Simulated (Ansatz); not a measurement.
# TaN (Fm-3m) in Ansatz: a series of runs, part 2 of 2

Ansatz 0.2.0. Earlier steps stand in the parts before.

### Step 5. Relaxation of cell and atoms, r2SCAN

The input, input.yaml:

```yaml
crystal:
  lattice:
    - [0.0, 2.17900131, 2.17900131]
    - [2.17900131, 0.0, 2.17900131]
    - [2.17900131, 2.17900131, 0.0]
  atoms:
    - { symbol: Ta, position: [0.5, 0.5, 0.5] }
    - { symbol: "N", position: [0.0, 0.0, 0.0] }
hamiltonian:
  xc: r2scan
  pseudopotentials: { kind: paw }
kpoints:
  mp_grid: { grid: [10, 10, 10] }
scf:
  occupations: { method: fermi_dirac, width: 0.05 }
output:
  forces: true
  stress: true
  eigenvalues: true
relax:
  f_tol: 0.01
  max_steps: 40
  cell: { stress_tol: 0.05 }
```

Potentials or basis: Ansatz PAW.

Started as:

```
> ansatz run input.yaml --threads 2 --pin off --max-ram 5632MiB --backend cpu --events-out ev --progress --plain --runs-dir out
```

What it wrote:

```text
Warning: RAYON_NUM_THREADS=2 ignored (pool sized by the plan → 2); use --threads N
Engine: ansatz 0.2.0, aarch64-unknown-linux-gnu
Pseudopotentials: kind: paw
Pseudopotential: Ta, paw, valence charge 13, recommended cutoff 500 eV (meta_gga), Ta.paw.azcp
Pseudopotential: N, paw, valence charge 5, recommended cutoff 500 eV (meta_gga), N.paw.azcp
Functional definition: r2SCAN
  parameter k0 = 0.174
  parameter k1 = 0.065
  parameter a1 = 4.9479
  exchange = r2scan_x(k0 = k0, k1 = k1, a1 = a1)
  correlation = r2scan_c
Crystal: 2 atoms, lattice volume = 20.692 Å³
Basis set: ecut = 500 eV, 531 PW (Γ), exchange–correlation on 96×96×96 points (64 copies of the dense FFT grid, shifted against one another)
Bands: 13, of which v1, the nominal top of the filled ones, is band 9 counted from 1 (8 counted from 0)
Symmetry: 48 space group operations
Space group: Fm-3m (ITA 225), of the structure as read, at distance tolerance 2.7e-5 Å
k-points: 47 of 1000
Non-local potential: Ta, projectors of the file, l = 0: 3, l = 1: 2, l = 2: 2, l = 3: 1
Non-local potential: N, projectors of the file, l = 0: 2, l = 1: 2, l = 2: 1
PAW form: soft (Blöchl's): semilocal exchange-correlation on the pseudo side does not see the compensation charge
PAW frozen core: Ta, regenerated for the run's functional (the file was generated under x = pbe(κ = 0.804, μ = 0.2195149727645171), c = pbe(β = 0.06672455060314922))
PAW frozen core: N, regenerated for the run's functional (the file was generated under x = pbe(κ = 0.804, μ = 0.2195149727645171), c = pbe(β = 0.06672455060314922))
PAW one-centre angular grid: Ta, 590 points (default); XC on 160 Gauss nodes
PAW one-centre angular grid: N, 302 points (default); XC on 160 Gauss nodes
Initial density: superposition of atomic densities (neutral atoms: chi_scale 0, normalization atom), corrected by the library's trained network
Initial wavefunctions: pseudopotential atomic-orbital guess
Functional: x = r2scan, c = r2scan; τ floored in thin density (d = 2e-4 eV/Å³)
SCF iter   1: F=—  HF=-10330.977872 eV  |F-HF|=—  |Δ(HF+E_count)|=         —  Δρ=7.18e-3  dr2=3.71e-3  dr2_τ=1.46e-1  ethr=1.77e-3  ⟨swp⟩=6.0  Hψ=7596  notcnv=0  defer=10
automatic band count: the SCF goes on with 17 bands, as 13 were too few: the levels above may hold too much charge
preconditioner: auto → none  [insulator: Δε(μ)=0.161 eV  Ē_g=16.797 eV  σ=0.050 eV  W_gap=0.60  n_scr=8 (ndim 8)  ℏωp=25.8 eV  f_vac=0.000  D(μ)=0.61/eV (n_scr^D=0)  ε∞_Penn≈3.4]
SCF iter   2: F=—  HF=-10331.053349 eV  |F-HF|=—  |Δ(HF+E_count)|=   7.55e-2  Δρ=5.21e-3  dr2=2.83e-3  dr2_τ=1.94e-4  ethr=2.06e-5  ⟨swp⟩=2.0  Hψ=1853  notcnv=0  defer=100
SCF iter   3: F=—  HF=-10331.056153 eV  |F-HF|=—  |Δ(HF+E_count)|=   2.80e-3  Δρ=5.91e-3  dr2=7.89e-3  dr2_τ=8.87e-4  ethr=1.57e-5  ⟨swp⟩=2.1  Hψ=1226  notcnv=0  defer=100  recentre
SCF iter   4: F=—  HF=-10331.054426 eV  |F-HF|=—  |Δ(HF+E_count)|=   1.73e-3  Δρ=2.37e-3  dr2=1.28e-3  dr2_τ=8.49e-5  ethr=1.57e-5  ⟨swp⟩=2.2  Hψ=887  notcnv=0  defer=100
SCF iter   5: F=—  HF=-10331.054164 eV  |F-HF|=—  |Δ(HF+E_count)|=   2.62e-4  Δρ=6.87e-4  dr2=1.10e-4  dr2_τ=1.51e-6  ethr=7.12e-6  ⟨swp⟩=1.6  Hψ=790  notcnv=0  defer=100
SCF iter   6: F=—  HF=-10331.054137 eV  |F-HF|=—  |Δ(HF+E_count)|=   2.71e-5  Δρ=6.93e-5  dr2=9.86e-7  dr2_τ=4.18e-8  ethr=6.09e-7  ⟨swp⟩=2.1  Hψ=858  notcnv=0  defer=100
SCF iter   7: F=—  HF=-10331.054138 eV  |F-HF|=—  |Δ(HF+E_count)|=   8.29e-7  Δρ=1.97e-5  dr2=7.54e-8  dr2_τ=6.49e-9  ethr=5.56e-10  ⟨swp⟩=7.4  Hψ=4058  notcnv=0
SCF iter   8: F=-10331.054138 eV  HF=-10331.054138 eV  |F-HF|=1.84e-8  |Δ(HF+E_count)|=   1.77e-8  Δρ=1.35e-5  dr2=3.90e-8  dr2_τ=1.30e-9  ethr=4.19e-10  ⟨swp⟩=2.6  Hψ=2146  notcnv=0
SCF 1 converged in 8 iterations: F = -10331.054138 eV  dr2 = 3.90e-8
[... 31 lines left out ...]
SCF iter   2: F=—  HF=-10331.069826 eV  |F-HF|=—  |Δ(HF+E_count)|=   5.24e-6  Δρ=3.18e-5  dr2=1.05e-7  dr2_τ=2.78e-8  ethr=3.53e-9  ⟨swp⟩=2.1  Hψ=1133  notcnv=0
SCF iter   3: F=-10331.069826 eV  HF=-10331.069826 eV  |F-HF|=1.48e-8  |Δ(HF+E_count)|=   1.19e-7  Δρ=1.27e-5  dr2=2.06e-8  dr2_τ=5.95e-9  ethr=2.99e-10  ⟨swp⟩=5.0  Hψ=2812  notcnv=0
SCF 4 converged in 3 iterations: F = -10331.069826 eV  dr2 = 2.06e-8
relax step   4: F+E_penalty+E_count = -10331.06982605 eV  Δ(F+E_penalty+E_count) = -9.324e-6 eV  max|allowed force component| = 1.867e-29 eV/Å  Δτ_max = 0.0000 Å  P = +0.000 GPa  Ω = 21.235 Å³  energy of the carried Pulay correction = -3.095e-4 eV  (3 SCF iters, dr2 threshold 5.38e-8 eV, accepted)
Initial wavefunctions: pseudopotential atomic-orbital guess (no wavefunctions were taken with the density)
iter 1 solved again at ethr=1.95e-8 eV; its pass at ethr=3.10e-3 eV (dr2=3.51e-6 eV) is discarded
SCF iter   1: F=—  HF=-10331.070136 eV  |F-HF|=—  |Δ(HF+E_count)|=         —  Δρ=7.92e-5  dr2=1.61e-7  dr2_τ=1.01e-6  ethr=1.95e-8  ⟨swp⟩=3.8  Hψ=6425  notcnv=0
SCF iter   2: F=—  HF=-10331.070136 eV  |F-HF|=—  |Δ(HF+E_count)|=   1.96e-7  Δρ=3.90e-5  dr2=3.58e-8  dr2_τ=3.91e-8  ethr=8.92e-10  ⟨swp⟩=2.2  Hψ=1142  notcnv=0
SCF iter   3: F=—  HF=-10331.070136 eV  |F-HF|=—  |Δ(HF+E_count)|=   1.20e-7  Δρ=6.33e-6  dr2=7.95e-9  dr2_τ=1.51e-9  ethr=1.99e-10  ⟨swp⟩=2.0  Hψ=1040  notcnv=0
SCF iter   4: F=—  HF=-10331.070136 eV  |F-HF|=—  |Δ(HF+E_count)|=   1.29e-9  Δρ=1.42e-6  dr2=2.75e-10  dr2_τ=6.18e-11  ethr=4.42e-11  ⟨swp⟩=2.3  Hψ=991  notcnv=0
SCF iter   5: F=-10331.070136 eV  HF=-10331.070136 eV  |F-HF|=9.09e-12  |Δ(HF+E_count)|=  1.40e-10  Δρ=4.07e-7  dr2=6.50e-12  dr2_τ=7.30e-12  ethr=1.00e-12  ⟨swp⟩=4.0  Hψ=3261  notcnv=0
SCF 5 converged in 5 iterations: F = -10331.070136 eV  dr2 = 6.50e-12
relax step   5: F+E_penalty+E_count = -10331.07013608 eV  Δ(F+E_penalty+E_count) = -3.100e-4 eV  max|allowed force component| = 3.208e-29 eV/Å  Δτ_max = 0.0000 Å  P = +0.000 GPa  Ω = 21.235 Å³  stress off target by 2.73e-4 GPa  SCF on the basis re-selected at this cell (its energy is not comparable with the rows above)  (5 SCF iters)
basis re-selected at this cell: Δ(F+E_penalty+E_count) = -3.100e-4 eV, ΔP = +0.000 GPa vs the last step (what re-selecting the basis moved, of the pressure what is left beyond the Pulay correction that the steps carried, after the strain that the cell walked since its last selection, with what the two solves' SCF thresholds leave and, on support functions, any second-order correction that the steps lacked; it is no measure of the basis error at this ecutwfc). This SCF's stress stands 2.73e-4 GPa from its target on what of the cell is left free (relax.cell.stress_tol is 5.00e-2 GPa) and its largest allowed force component is 3.21e-29 eV/Å (relax.f_tol is 1.00e-2 eV/Å): within both
SCF converged after 5 iterations
Free energy (F): -10331.070136 eV
Harris-Foulkes:  -10331.070136 eV  (|F-HF|=9.09e-12)
Internal energy: -10331.064660 eV  (E = F + TS)
E sigma→0 (E₀):  -10331.067398 eV
Entropy (-TS):   -0.005476 eV (-2.738 meV/atom)
Fermi energy:    21.824903 eV
--- Per-component energies (eV) ---
  E_band       = -59.544746
  E_kinetic    = 503.100505
  E_local      = -583.285916  (includes V_loc(G=0)·N_el)
  E_nonlocal   = 59.693837
  E_hartree    = 197.210084
  E_xc         = -265.843969
  E_vxc        = -308.773197  (∫ρ·V_xc dr)
  E_paw        = -8552.290209  (= ΣΔE_a)
  E_vpaw       = -140.661263  (= ΣTr[D̂ρ^β])
  E_aug_tail   = 0.000082  (compensation charges beyond the density's cutoff)
  E_vtau       = 15.961053  (kinetic-family band-sum trace: ∫τ·v_τ [+ j·A + Jᵃ·Aᵃ] dr)
  E_ewald      = -1688.863229
  E_core_change = -0.785845  (= ΣΔE_core)
  E_smearing   = -0.005476  (= −TS)
  E_closure    = 0.000000  (closes the sum)
  Σ components = -10331.070136   (vs F -10331.070136, Δ=0.00e0)
--- Forces (eV/Å), atoms counted from 1 ---
  atom   1  Ta     0.00000000    -0.00000000     0.00000000
  atom   2  N     -0.00000000    -0.00000000    -0.00000000
  max |Σ_I F_I| component: 5.36e-29 eV/Å
--- Stress (GPa, compression-positive) ---
        0.000273      -0.000000      -0.000000
        0.000000       0.000273       0.000000
       -0.000000       0.000000       0.000273
  P = ⅓ Tr σ = 0.0003 GPa (0.003 kbar)
--- Band table (eV; the first three rows and the last of 47) ---
  k-point 0: bands = ["-49.6984", "-15.2842", "-15.2842", "-15.2842", "1.8120", "17.6602", "17.6602", "17.6602", "19.6400", "19.6400", "19.6400", "21.9735", "21.9735", "23.5696", "31.4783", "46.4227", "46.4227"]
  k-point 1: bands = ["-49.6926", "-15.3750", "-15.2921", "-15.2921", "2.0515", "16.5521", "16.9209", "16.9209", "20.0055", "20.0055", "20.0695", "22.8944", "22.8944", "24.2900", "32.2158", "43.7657", "44.9002"]
  k-point 2: bands = ["-49.6776", "-15.6058", "-15.3127", "-15.3127", "2.7037", "14.6686", "15.7040", "15.7040", "20.6483", "20.8439", "20.8439", "24.8313", "24.8313", "25.8069", "33.9109", "40.5930", "41.7489"]
  k-point 46: bands = ["-49.6179", "-15.8732", "-15.7334", "-15.6004", "3.6167", "14.1899", "14.5810", "14.7322", "20.4215", "22.7442", "25.3736", "25.8408", "26.7618", "31.9141", "33.2797", "35.3622", "38.0752"]
--- Relaxed structure (4 steps of the walk, 4 accepted, 1 SCFs on fresh bases) ---
  F+E_penalty+E_count = -10331.07013608 eV   max|allowed force component| = 3.208e-29 eV/Å   (the final SCF, on the basis selected at the relaxed cell)
  cell:  # Å, volume = 21.2354 Å³
    - [1.0763973419491936e-33, 2.197911120687033, 2.197911120687033]
    - [2.197911120687033, 2.496732296118839e-33, 2.197911120687033]
    - [2.197911120687033, 2.197911120687033, 6.1781385898859035e-34]
  atoms:
    - { symbol: Ta, position: [0.49999999999999994, 0.49999999999999994, 0.49999999999999994] }
    - { symbol: N, position: [1.150858088183837e-36, -9.437036323034863e-36, -7.595663381955542e-36] }
```

Run time: 5.4 s. Hardware: 2 threads of Arm Neoverse V2, shared host; peak memory 0.35 GiB.

Results:

| Property | Result |
| --- | --- |
| Free energy | -10331.0701 eV |
| Relaxed volume | 10.62 Å³/atom |
| Relaxed cell | a = 3.108 Å, b = 3.108 Å, c = 3.108 Å, α = 60.00°, β = 60.00°, γ = 60.00° |
| Space group after relaxing (to 0.05 Å) | Fm-3m (No. 225) |
| Energy gained by relaxing | 8.0 meV/atom |
| Ionic steps | 5 |
| Pressure after relaxing | 0.0 GPa |
| Band gap on the k mesh | none (metal or under the smearing width) |

Step by step:
| step | energy change (eV) | largest force (eV/Å) | volume (Å³) |
| --- | --- | --- | --- |
| 1 | 0.0000 | 0.0000 | 20.69 |
| 2 | -0.0133 | 0.0000 | 21.45 |
| 3 | -0.0157 | 0.0000 | 21.24 |
| 4 | -0.0157 | 0.0000 | 21.24 |
| 5 | -0.0160 | 0.0000 | 21.24 |

Final structure:
```xyz
2
Lattice="0.0000 2.1979 2.1979 2.1979 0.0000 2.1979 2.1979 2.1979 0.0000" Properties=species:S:1:pos:R:3 pbc="T T T"
Ta    2.1979    2.1979    2.1979
N     0.0000    0.0000    0.0000
```

Levels at points of the mesh, in eV from the Fermi level:
```csv
k point,band 7,band 8,band 9,band 10,band 11,band 12
"(0.00, 0.00, 0.00)",-4.16,-4.16,-2.18,-2.18,-2.18,0.15
"(0.00, 0.00, -0.50)",-8.01,-8.01,1.91,1.91,2.05,4.01
"(0.00, -0.50, -0.50)",-5.64,-5.02,-5.02,2.24,3.54,3.54
```

Caveat: the plane-wave basis is chosen anew once the cell has moved, so the energies of steps on either side of that aren't comparable; the PAW data sets come from PBE, with cores solved anew for the run's functional, which leaves a small shift of forces and pressure. The run has no spin-orbit coupling, so splittings on Ta are missing.

### Step 6. Relaxation of cell and atoms, r2SCAN+D3(BJ)

Changes to input.yaml since step 5:

```diff
@@ -11,2 +11,3 @@
   pseudopotentials: { kind: paw }
+  dispersion: d3bj
 kpoints:
```

Potentials or basis: Ansatz PAW.

Started as:

```
> ansatz run input.yaml --threads 2 --pin off --max-ram 5632MiB --backend cpu --events-out ev --progress --plain --runs-dir out
```

Run time: 5.5 s. Hardware: 2 threads of Arm Neoverse V2, shared host; peak memory 0.35 GiB.

The run converged. Its results:

| Item | Value |
| --- | --- |
| Free energy | -10331.5198 eV |
| Relaxed volume | 10.52 Å³/atom |
| Relaxed cell | a = 3.098 Å, b = 3.098 Å, c = 3.098 Å, α = 60.00°, β = 60.00°, γ = 60.00° |
| Space group after relaxing (to 0.05 Å) | Fm-3m (No. 225) |
| Energy gained by relaxing | 3.2 meV/atom |
| Ionic steps | 5 |
| Pressure after relaxing | 0.0 GPa |
| Band gap on the k mesh | none (metal or under the smearing width) |

The path:
| step | energy change (eV) | largest force (eV/Å) | volume (Å³) |
| --- | --- | --- | --- |
| 1 | 0.0000 | 0.0000 | 20.69 |
| 2 | -0.0051 | 0.0000 | 21.16 |
| 3 | -0.0062 | 0.0000 | 21.04 |
| 4 | -0.0062 | 0.0000 | 21.03 |
| 5 | -0.0064 | 0.0000 | 21.03 |

Final structure:
```yaml
crystal:
  lattice:
    - [0.00000, 2.19086, 2.19086]
    - [2.19086, 0.00000, 2.19086]
    - [2.19086, 2.19086, 0.00000]
  atoms:
    - { symbol: Ta, position: [0.50000, 0.50000, 0.50000] }
    - { symbol: N, position: [0.00000, 0.00000, 0.00000] }
```

Levels at points of the mesh, in eV from the Fermi level:
```csv
k point,band 6,band 7,band 8,band 9,band 10,band 11,band 12,band 13
"(0.00, 0.00, 0.00)",-4.19,-4.19,-4.19,-2.21,-2.21,-2.21,0.15,0.15
"(0.00, 0.00, -0.50)",-10.92,-8.08,-8.08,1.94,1.94,2.08,4.04,7.94
"(0.00, -0.50, -0.50)",-7.13,-5.71,-5.04,-5.04,2.27,3.59,3.59,4.81
```

Caveat: the plane-wave basis is chosen anew once the cell has moved, so the energies of steps on either side of that aren't comparable; pairwise dispersion overbinds metals, which lowers pressure and volume; the PAW data sets come from PBE, with cores solved anew for the run's functional, which leaves a small shift of forces and pressure; the dispersion damping was fitted for another functional or another form of the correction. The run has no spin-orbit coupling, so splittings on Ta are missing.

### Step 7. Overview

```csv
level,U,hubbard projectors,double counting,gap on the mesh (eV),pressure (GPa),relaxed volume (Å³/atom)
r2SCAN+U,Ta d U = 5 eV,ortho-atomic (the default),fll (the default),none,0.0,10.77
r2SCAN+U,Ta d U = 6 eV,ortho-atomic (the default),fll (the default),none,0.0,10.81
r2SCAN+U,Ta d U = 8 eV,ortho-atomic (the default),fll (the default),none,0.0,10.90
r2SCAN,-,-,-,none,0.0,10.62
r2SCAN+D3(BJ),-,-,-,none,0.0,10.52
```

Alike in all rows: task relaxation of cell and atoms; potentials or basis Ansatz PAW; no spin polarisation; cell relaxed; k mesh 10 × 10 × 10; cutoff (eV) 500; smearing fermi-dirac 0.05 eV.

Caveats: the plane-wave basis is chosen anew once the cell has moved, so the energies of steps on either side of that aren't comparable; the PAW data sets come from PBE, with cores solved anew for the run's functional, which leaves a small shift of forces and pressure; U without spin polarisation on a metal has little footing (some runs); pairwise dispersion overbinds metals, which lowers pressure and volume (some runs); the dispersion damping was fitted for another functional or another form of the correction (some runs).

Total energies depend on the potentials used, so only differences within one code and one set of settings carry meaning.
